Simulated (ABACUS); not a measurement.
A run of ABACUS 3.10.1:

Contents of run_abacus.py:

```python
"""Relaxation by an ASE optimiser with ABACUS as a small file-based calculator."""
import re
import subprocess
import numpy as np
from ase.calculators.calculator import Calculator, all_changes
from ase.filters import FrechetCellFilter
from ase.io import read
from ase.optimize import FIRE
from ase.stress import full_3x3_to_voigt_6_stress
from ase.units import Bohr, GPa

atoms = read("POSCAR")
atoms = atoms[(-atoms.numbers).argsort(kind="stable")]  # ABACUS lists atoms element by element
pseudo = {'Hf': 'Hf.upf', 'O': 'O.upf'}
orbital = {'Hf': 'Hf_confined-atom_8au_3s2p2d2f.orb', 'O': 'O_confined-atom_6au_2s2p1d.orb'}
magmoms = None
kmesh = [8, 8, 8]
params = {
    'suffix': 'HfO2',
    'calculation': 'scf',
    'basis_type': 'lcao',
    'pseudo_dir': './',
    'orbital_dir': './',
    'symmetry': 1,
    'dft_functional': 'pbe',
    'ecutwfc': 132,
    'pseudo_rcut': 10,
    'nspin': 1,
    'nbands': 23,
    'ks_solver': 'genelpa',
    'smearing_method': 'fd',
    'smearing_sigma': 0.00367493,
    'scf_thr': 1e-07,
    'scf_nmax': 100,
    'mixing_type': 'broyden',
    'mixing_beta': 0.7,
    'cal_force': 1,
    'cal_stress': 1,
    'out_mul': 1,
}

def write_input(atoms):
    symbols = atoms.get_chemical_symbols()
    elements = list(dict.fromkeys(symbols))
    lines = ["ATOMIC_SPECIES"] + [f"{e} {atoms.get_masses()[symbols.index(e)]:.4f} {pseudo[e]}" for e in elements]
    if orbital:
        lines += ["", "NUMERICAL_ORBITAL"] + [orbital[e] for e in elements]
    lines += ["", "LATTICE_CONSTANT", f"{1 / Bohr:.10f}", "", "LATTICE_VECTORS"]
    lines += [" ".join(f"{x:.10f}" for x in v) for v in atoms.cell]
    lines += ["", "ATOMIC_POSITIONS", "Direct"]
    for e in elements:
        lines += ["", e, "0.0", str(symbols.count(e))]
        for i, p in enumerate(atoms.get_scaled_positions(wrap=False)):
            if symbols[i] == e:
                mag = "" if magmoms is None else " mag " + " ".join(str(x) for x in (magmoms[i] if isinstance(magmoms[i], list) else [magmoms[i]]))
                lines.append(" ".join(f"{x:.10f}" for x in p) + " 1 1 1" + mag)
    open("STRU", "w").write("\n".join(lines) + "\n")
    open("KPT", "w").write("K_POINTS\n0\nGamma\n%d %d %d 0 0 0\n" % tuple(kmesh))
    open("INPUT", "w").write("INPUT_PARAMETERS\n" + "".join(f"{k:<20s}{v}\n" for k, v in params.items()))

class Abacus(Calculator):
    implemented_properties = ["energy", "free_energy", "forces", "stress"]

    def calculate(self, atoms=None, properties=("energy",), system_changes=all_changes):
        super().calculate(atoms, properties, system_changes)
        write_input(self.atoms)
        subprocess.run(['mpirun', '-np', '4', 'abacus'], check=True)
        log = open("OUT.HfO2/running_scf.log").read()
        if "charge density convergence is achieved" not in log:
            raise RuntimeError("SCF not converged")
        rows = lambda title, n: np.array([l.split()[-3:] for l in log.split(title)[-1].split("\n")[2:2 + n]], float)
        energy = float(re.findall(r"FINAL_ETOT_IS (\S+)", log)[-1])
        stress = -rows("TOTAL-STRESS", 3) / 10 * GPa  # ABACUS prints kbar, compression positive
        self.results = dict(energy=energy, free_energy=energy, forces=rows("TOTAL-FORCE", len(self.atoms)), stress=full_3x3_to_voigt_6_stress(stress))

atoms.calc = Abacus()
opt = FIRE(FrechetCellFilter(atoms), logfile="opt.log", trajectory="relax.traj")
print("optimiser converged:", opt.run(fmax=0.02, steps=60))
```

POSCAR

```
HfO2
1.0
    0.0000000000      2.5575000000      2.5575000000
    2.5575000000      0.0000000000      2.5575000000
    2.5575000000      2.5575000000      0.0000000000
Hf O
1 2
Direct
    0.0000000000      0.0000000000      0.0000000000
    0.7500000000      0.7500000000      0.7500000000
    0.2500000000      0.2500000000      0.2500000000
```

Potentials or basis: PseudoDojo NC SR 0.5 PBE stringent, DZP LCAO (the cutoffs set its grid).

Launch:

```console
$ OMP_NUM_THREADS=1 python run_abacus.py > log
```

Hardware: 4 MPI ranks on Intel(R) Xeon(R) Platinum 8375C CPU @ 2.90GHz (Ice Lake), with other jobs on the host.

Task: Estimate the wall time of this run.

Result: Wall time 53 s on 4 MPI ranks on Intel(R) Xeon(R) Platinum 8375C CPU @ 2.90GHz (Ice Lake), on a shared host, peak memory 0.52 GiB a rank. Counts: scf iterations 10, k points 29, bands 23, basis 59, ion steps 4, ranks 4.
